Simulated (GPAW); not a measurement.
# Dielectric function and optical constants of NaH

Wanted: where NaH starts to absorb, how strongly, and its refractive index.

Main program and level: GPAW 26.7.0; DFT, PBE, plane-wave PAW (GPAW data sets), scalar-relativistic, RPA, optical limit.

### Step 1. Set-up

Symmetry: Fm-3m, No. 225, cubic system. The conventional cell has a = 4.880 Å, b = 4.880 Å, c = 4.880 Å, α = 90.00°, β = 90.00°, γ = 90.00°. Na has 6 H at 2.44 Å nearest. Nearest to H lie 6 Na at 2.44 Å. Farther neighbours are not listed.

### Step 2. Ground state

The self-consistent density comes first; it also tells whether there is a gap, which decides the occupations and the need for a Drude term.

This step: DFT, PBE, plane-wave PAW (GPAW data sets), scalar-relativistic, ground state (GPAW 26.7.0).

File gs.py:

```python
from ase import Atoms
from ase.dft.bandgap import bandgap
from gpaw import GPAW, PW, FermiDirac

atoms = Atoms(['Na', 'H'],
              cell=[[0.000000000000, 2.440000000000, 2.440000000000],
                    [2.440000000000, 0.000000000000, 2.440000000000],
                    [2.440000000000, 2.440000000000, 0.000000000000]],
              scaled_positions=[[0.000000000000, 0.000000000000, 0.000000000000],
                                [0.500000000000, 0.500000000000, 0.500000000000]],
              pbc=[True, True, True])
atoms.calc = GPAW(mode=PW(500), xc='PBE', kpts={'size': (8, 8, 8), 'gamma': True},
                  occupations=FermiDirac(0.05), maxiter=150, txt='gs.txt')
print('energy (eV)', atoms.get_potential_energy())
print('Fermi level (eV)', atoms.calc.get_fermi_level())
print('valence electrons', atoms.calc.get_number_of_electrons())
print('gap (eV)', bandgap(atoms.calc, output=None)[0])
print('direct gap (eV)', bandgap(atoms.calc, direct=True, output=None)[0])
atoms.calc.write('gs.gpw')
```

On the command line:

```bash
> OMP_NUM_THREADS=1 python gs.py
```

Numbers of over 12 decimals in the logs are rounded to 6 here.

What it wrote:

```text
__  _  _
 | _ |_)|_||  |
 |__||  | ||/\| - 26.7.0

Versions:
  Python: 3.12.14
  ASE:    3.29.0
  Numpy:  2.5.5
  Scipy:  1.18.1
  Libxc:  7.0.0

Input parameters:
  mode=PW(ecut=500.0),
  kpts=MonkhorstPack(size=(8, 8, 8), gamma=True),
  maxiter=150,
  occupations=Occupations(name='fermi-dirac', width=0.05, fixmagmom=False),
  xc=XC(name='PBE')

Diagonalizing LCAO Hamiltonian
Converting LCAO to pw mode

               H

       Na

Atoms  # Å, Bohr magnetons
|   | symbol |        x |        y |        z |    initial magnetic moments |
| 0 |     Na | 0.000000 | 0.000000 | 0.000000 | ( 0.0000,  0.0000,  0.0000) |
| 1 |      H | 2.440000 | 2.440000 | 2.440000 | ( 0.0000,  0.0000,  0.0000) |

Unit cell  # Å
| periodic |        x |        y |        z |  lengths |    angles |
|      yes | 0.000000 | 2.440000 | 2.440000 | 3.450681 | 60.000000 |
|      yes | 2.440000 | 0.000000 | 2.440000 | 3.450681 | 60.000000 |
|      yes | 2.440000 | 2.440000 | 0.000000 | 3.450681 | 60.000000 |

Number of symmetries: 48
Symmetry operations  # r_c * U_cc + t_c -> r_c
|    | kind |            matrix            |
|  0 |  σ   |  1, 0, 0,  1, 0,-1,  1,-1, 0 |
|  1 |  C2  |  1, 0, 0,  1,-1, 0,  1, 0,-1 |
|  2 |  E   |  1, 0, 0,  0, 1, 0,  0, 0, 1 |
|  3 |  σ   |  1, 0, 0,  0, 0, 1,  0, 1, 0 |
|  4 |  C4  |  1, 0,-1,  1, 0, 0,  1,-1, 0 |
|  5 |  S6  |  1, 0,-1,  1,-1, 0,  1, 0, 0 |
|  6 |  σ   |  1, 0,-1,  0, 1,-1,  0, 0,-1 |
|  7 |  C3  |  1, 0,-1,  0, 0,-1,  0, 1,-1 |
|  8 |  S6  |  1,-1, 0,  1, 0, 0,  1, 0,-1 |
|  9 |  C4  |  1,-1, 0,  1, 0,-1,  1, 0, 0 |
| 10 |  C3  |  1,-1, 0,  0,-1, 1,  0,-1, 0 |
| 11 |  σ   |  1,-1, 0,  0,-1, 0,  0,-1, 1 |
| 12 |  σ   |  0, 1, 0,  1, 0, 0,  0, 0, 1 |
| 13 |  C4  |  0, 1, 0,  0, 1,-1, -1, 1, 0 |
| 14 |  C3  |  0, 1, 0,  0, 0, 1,  1, 0, 0 |
| 15 |  S6  |  0, 1, 0, -1, 1, 0,  0, 1,-1 |
| 16 |  C2  |  0, 1,-1,  1, 0,-1,  0, 0,-1 |
| 17 |  σ   |  0, 1,-1,  0, 1, 0, -1, 1, 0 |
| 18 |  S4  |  0, 1,-1,  0, 0,-1,  1, 0,-1 |
| 19 |  C4  |  0, 1,-1, -1, 1, 0,  0, 1, 0 |
| 20 |  C3  |  0, 0, 1,  1, 0, 0,  0, 1, 0 |
| 21 |  σ   |  0, 0, 1,  0, 1, 0,  1, 0, 0 |
| 22 |  S6  |  0, 0, 1,  0,-1, 1, -1, 0, 1 |
| 23 |  C4  |  0, 0, 1, -1, 0, 1,  0,-1, 1 |
| 24 |  S4  |  0, 0,-1,  1, 0,-1,  0, 1,-1 |
| 25 |  C3  |  0, 0,-1,  0, 1,-1,  1, 0,-1 |
| 26 |  C2  |  0, 0,-1,  0,-1, 0, -1, 0, 0 |
| 27 |  S6  |  0, 0,-1, -1, 0, 0,  0,-1, 0 |
| 28 |  S4  |  0,-1, 1,  1,-1, 0,  0,-1, 0 |
| 29 |  C4  |  0,-1, 1,  0, 0, 1, -1, 0, 1 |
| 30 |  C2  |  0,-1, 1,  0,-1, 0,  1,-1, 0 |
| 31 |  σ   |  0,-1, 1, -1, 0, 1,  0, 0, 1 |
| 32 |  C3  |  0,-1, 0,  1,-1, 0,  0,-1, 1 |
| 33 |  S6  |  0,-1, 0,  0, 0,-1, -1, 0, 0 |
| 34 |  S4  |  0,-1, 0,  0,-1, 1,  1,-1, 0 |
| 35 |  C2  |  0,-1, 0, -1, 0, 0,  0, 0,-1 |
| 36 |  C2  | -1, 1, 0,  0, 1, 0,  0, 1,-1 |
| 37 |  S6  | -1, 1, 0,  0, 1,-1,  0, 1, 0 |
| 38 |  S4  | -1, 1, 0, -1, 0, 1, -1, 0, 0 |
| 39 |  C3  | -1, 1, 0, -1, 0, 0, -1, 0, 1 |
| 40 |  S6  | -1, 0, 1,  0, 0, 1,  0,-1, 1 |
| 41 |  C2  | -1, 0, 1,  0,-1, 1,  0, 0, 1 |
| 42 |  C3  | -1, 0, 1, -1, 1, 0, -1, 0, 0 |
| 43 |  S4  | -1, 0, 1, -1, 0, 0, -1, 1, 0 |
| 44 |  C2  | -1, 0, 0,  0, 0,-1,  0,-1, 0 |
| 45 |  i   | -1, 0, 0,  0,-1, 0,  0, 0,-1 |
| 46 |  σ   | -1, 0, 0, -1, 1, 0, -1, 0, 1 |
| 47 |  C2  | -1, 0, 0, -1, 0, 1, -1, 1, 0 |

BZ-sampling:
  Number of BZ points: 512
  Number of IBZ points: 29

  Monkhorst-Pack size: [8, 8, 8]
  Monkhorst-Pack shift: [0.0625, 0.0625, 0.0625]

K-points  # in reciprocal-cell coordinates
|     |                                coordinates |     weight |
|   0 | (  0.00000000,   0.00000000,   0.00000000) | 0.00195312 |
|   1 | (  0.12500000,   0.12500000,   0.00000000) | 0.01171875 |
|   2 | (  0.12500000,   0.12500000,   0.12500000) | 0.01562500 |
|   3 | (  0.25000000,   0.12500000,   0.12500000) | 0.02343750 |
|   4 | (  0.25000000,   0.25000000,   0.00000000) | 0.01171875 |
|   5 | (  0.25000000,   0.25000000,   0.12500000) | 0.04687500 |
|   6 | (  0.25000000,   0.25000000,   0.25000000) | 0.01562500 |
|   7 | (  0.37500000,   0.25000000,  -0.37500000) | 0.04687500 |
|   8 | (  0.37500000,   0.25000000,   0.12500000) | 0.04687500 |
|   9 | (  0.37500000,   0.25000000,   0.25000000) | 0.04687500 |
| ... |                                            |            |
|  28 | (  0.50000000,   0.50000000,   0.50000000) | 0.00781250 |

Plane wave coefficients: 754
Cutoff: 500.0 eV

Spin-components: 1 (collinear spins)
Bands:           8
Projectors:      8
Spin-degeneracy: 2
Datatype:        complex128

Parallelization:
  kpt:    1
  domain: 1
  band:   1

Density:
  Valence electrons: 8.0
  Components: 1
  Grid points: [18 18 18]
  Charge: 0.0  # |e|

Potential:
  Grid points: [18 18 18]

species:
  Na:
    name:    Sodium
    id:
    Z:       11.0
    valence: 7
    core:    4
    charge:  0.0  # [|e|]
    compensation charges:
      type: gauss
      rc: 0.37  # [Å]
      lmax: 2
    cutoffs:
      filter: 2.17  # [Å]
      core: 2.59  # [Å]
    projectors
    | kind |    occ | energy [eV] | rcut [Å] |
    |   3s |  1.000 |      -2.744 |    1.201 |
    |   2p |  6.000 |     -28.672 |    1.217 |
    |   3p |  0.000 |      -0.743 |    1.217 |
    |    s |        |      24.468 |    1.201 |
    |    d |        |       0.000 |    1.238 |

    Using partial waves for Na as LCAO basis

  H:
    name:    Hydrogen
    id:
    Z:       1.0
    valence: 1
    core:    0
    charge:  0.0  # [|e|]
    compensation charges:
      type: gauss
      rc: 0.15  # [Å]
      lmax: 2
    cutoffs:
      filter: 0.85  # [Å]
      core: 0.53  # [Å]
    projectors
    | kind |    occ | energy [eV] | rcut [Å] |
    |   1s |  1.000 |      -6.494 |    0.476 |
    |    s |        |      20.717 |    0.476 |
    |    p |        |       0.000 |    0.476 |

    Using partial waves for H as LCAO basis

Reference energy: -4431.100660  # eV

eigensolver:
  PPCG
  Converge bands: occupied
  niter=2

density mixing:
  MSR1-Mixer
  Pratt-step length: 0.05
  Maximum mixing coefficient: 0.75
  Old densities: 10
  SVD Regularization: 0.005
  Good broyden scale: 1.0
  Trust region scale: 1.0
  Backstep threshold: 4.0
  History deletion threshold: 6.0
  Fourier metric: weight=20.0, sigma=0.015

occupation numbers:
  Fermi-Dirac:
    width: 0.0500  # eV

poisson solver:
  ecut: 4000.0  # eV

xc functional:
  name: PBE with 2 nearest neighbor stencil

convergence criteria:
- Maximum [total energy] change in last 3 cyles: 0.0005 eV / valence electron
- Maximum integral of absolute [dens]ity change: 0.0001 electrons / valence electron
- Maximum integral of absolute [eigenst]ate change: 4e-08 eV^2 / valence electron
maximum number of iterations: 150

SCF iterations
|iter     |      energy | eigst |  dens |
|iter:   1||   -5.457759 | -0.61 |       |
|iter:   2||   -5.402471 | -3.30 | -1.00 |
|iter:   3||   -5.092265 | -2.11 | -1.03 |
|iter:   4||   -5.090258 | -3.21 | -1.71 |
|iter:   5||   -5.091410c| -4.25 | -2.19 |
|iter:   6||   -5.091422c| -5.92 | -3.25 |
|iter:   7||   -5.091423c| -7.51c| -3.92 |
|iter:   8||   -5.091423c| -7.93c| -4.37c|

Converged in 8 steps
SCF loop duration: 3.288 s (0.411 s/step)
Energy contributions relative to reference atoms: (reference = -4431.100660)

Energy contributions:
  Kinetic:           5.039760
  Coulomb:          -5.098765
  Zero:             -0.035416
  External:          0.000000
  Xc:               -4.997002
  Entropy:          -0.000000
  Spinorbit:         0.000000
  ----------------------------
  Free energy:      -5.091423
  Extrapolated:     -5.091423

dipole moment: (-4.555795, -4.555795, -4.555795)  # |e|*Ang

Fermi level: -0.014
Eigenvalues  # (at kpt = [0.000, 0.000, 0.000])
| band index |      eig [eV] | occ [0-2] |
|          0 |       -23.384 |     2.000 |
|          1 |       -23.384 |     2.000 |
|          2 |       -23.384 |     2.000 |
|          3 |        -4.765 |     2.000 |
|          4 |         8.945 |     0.000 |
|          5 |        14.975 |     0.000 |
|          6 |        14.975 |     0.000 |
|          7 |        14.975 |     0.000 |

Gap: 3.718 eV
Transition (v -> c):
  (s=0, k=16, n=3, [0.50, 0.25, -0.25]) -> (s=0, k=28, n=4, [0.50, 0.50, 0.50])
Direct/indirect transitions are different
Direct gap: 4.557 eV
Transition at: (s=0, k=28, n=3, [0.50, 0.50, 0.50])

--- standard output ---
energy (eV) -5.091423
Fermi level (eV) -0.014327
valence electrons 8.0
gap (eV) 3.717909
direct gap (eV) 4.556828
```

Run time: 4.8 s. Hardware: 1 thread of Arm Neoverse V1, shared host; peak memory 0.12 GiB.

Read-outs, printed or worked out from the files:

- energy: -5.091 eV
- Fermi energy: -0.01433 eV
- gap on the k-mesh: 3.718 eV
- direct gap on the mesh: 4.557 eV
- electrons: 8

There is a gap, 3.72 eV on this mesh (points off the mesh can give less), so no carriers' term is needed.

### Step 3. Bands for the response

At the fixed density, many empty bands are solved on the mesh of the response, since the spectrum sums over them.

This step: DFT, PBE, plane-wave PAW (GPAW data sets), scalar-relativistic, bands at fixed density (GPAW 26.7.0).

File nscf.py:

```python
from ase.dft.bandgap import bandgap
from gpaw import GPAW, FermiDirac

calc = GPAW('gs.gpw').fixed_density(kpts={'size': (12, 12, 12), 'gamma': True}, nbands=27, convergence={'bands': 21},
                                    occupations=FermiDirac(0.001), txt='nscf.txt')
print('gap (eV)', bandgap(calc, output=None)[0])
print('direct gap (eV)', bandgap(calc, direct=True, output=None)[0])
print('top band over the Fermi level (eV)', min(calc.get_eigenvalues(kpt=k)[20] for k in range(len(calc.get_ibz_k_points()))) - calc.get_fermi_level())
calc.write('full.gpw', mode='all')
```

On the command line:

```bash
> OMP_NUM_THREADS=1 python nscf.py
```

What it wrote:

```text
Diagonalizing LCAO Hamiltonian
Converting LCAO to pw mode
convergence criteria:
- Maximum integral of absolute [eigenst]ate change: 4e-08 eV^2 / valence electron
maximum number of iterations: 150

SCF iterations
|iter     |      energy | eigst |  dens |
|iter:   1||             | +3.48 |       |
|iter:   2||             | +1.61 |       |
|iter:   3||             | -1.10 |       |
|iter:   4||             | -2.93 |       |
|iter:   5||             | -4.85 |       |
|iter:   6||             | -6.48 |       |
|iter:   7||             | -7.28 |       |
|iter:   8||             | -7.88c|       |
SCF steps: 8
  __  _  _
 | _ |_)|_||  |
 |__||  | ||/\| - 26.7.0

Versions:
  Python: 3.12.14
  ASE:    3.29.0
  Numpy:  2.5.5
  Scipy:  1.18.1
  Libxc:  7.0.0

Input parameters:
  mode=PW(ecut=500.0),
  convergence={'bands': 21},
  gpts=array([18, 18, 18]),
  kpts=MonkhorstPack(size=(12, 12, 12), gamma=True),
  maxiter=150,
  nbands=27,
  occupations=Occupations(name='fermi-dirac', width=0.001, fixmagmom=False),
  parallel={},
  xc=XC(name='PBE')

--- standard output ---
gap (eV) 3.717909
direct gap (eV) 4.556828
top band over the Fermi level (eV) 33.800675
```

It took 23 s on 1 thread; peak memory 0.16 GiB.

### Step 4. Dielectric function, RPA

Transitions between filled and empty bands, summed over the zone, give the optical response, so mesh, band count and broadening shape it.

The induced potential is part of this response.

This step: DFT, PBE, plane-wave PAW (GPAW data sets), scalar-relativistic, RPA, optical limit (GPAW 26.7.0).

File df.py:

```python
from gpaw.response.df import DielectricFunction

df = DielectricFunction('full.gpw', frequencies={'type': 'nonlinear', 'domega0': 0.03, 'omega2': 8},
                        ecut=60,
                        eta=0.2,
                        nbands=21,
                        txt='df.txt')
for direction in ['x']:
    df.get_dielectric_function(xc='RPA', direction=direction, filename=f'df_{direction}.csv')
```

On the command line:

```bash
> OMP_NUM_THREADS=1 python df.py
```

What it wrote:

```text
Using integrator: PointIntegrator
NonLinearFrequencyDescriptor(from 0.000 to 65.973 eV, 499 points)
Nonperiodic BCs:  [False False False]
Using integrator: PointIntegrator
NonLinearFrequencyDescriptor(from 0.000 to 65.973 eV, 499 points)
Nonperiodic BCs:  [False False False]

Calculating chi0 body with:
    Ground state adapter containing:
    Number of spins: 1
    Number of kpoints: 1728
    Number of irreducible kpoints: 72
    Number of completely occupied states: 4
    Number of partially occupied states: 4

    Linear response parametrization:
    q_c: [0.0, 0.0, 0.0]
    Number of frequency points: 499
    Planewave cutoff: 60.0
    Number of bands: 21
    Number of planewaves: 27
    Broadening (eta): 0.2

Integrating chi0 body.

Symmetries of q_c:
    Direct symmetries (Uq -> q): 48
    Indirect symmetries (TUq -> q): 0
In total 48 allowed symmetries.

72 groups of equivalent kpoints. 95.833333% reduction.

Integral kind: spectral function

Calculating chi0 optical extensions with:
    Ground state adapter containing:
    Number of spins: 1
    Number of kpoints: 1728
    Number of irreducible kpoints: 72
    Number of completely occupied states: 4
    Number of partially occupied states: 4

    Linear response parametrization:
    Number of frequency points: 499
    Planewave cutoff: 60.0
    Number of bands: 21
    Number of planewaves: 27
    Broadening (eta): 0.2
Integrating chi0 head and wings.

Symmetries of q_c:
    Direct symmetries (Uq -> q): 48
    Indirect symmetries (TUq -> q): 0
In total 48 allowed symmetries.

72 groups of equivalent kpoints. 95.833333% reduction.

Integral kind: spectral function wings
```

It took 4.5 s on 1 thread; peak memory 0.18 GiB.

Read-outs, printed or worked out from the files:

* electronic dielectric constant ε∞, mean over x, y and z (by symmetry where fewer were run): 2.803
* main peak of Im epsilon, first axis: 5.554 eV
* centre of weight of the strongest loss peak in the window: 10.63 eV

[end of part 1 of 2]

[Machine, clock and banner lines and Python warnings are left out of the logs.]

[Logs are printed without paths, hosts, clocks, repeated set-up lines and the standing remarks that a program may print on its own settings, such as how far it seeks lower states.]

[Hosts, paths, dates, database ids (printed as entryN), source tags and the programs' standing remarks are cut or masked in the printed files.]
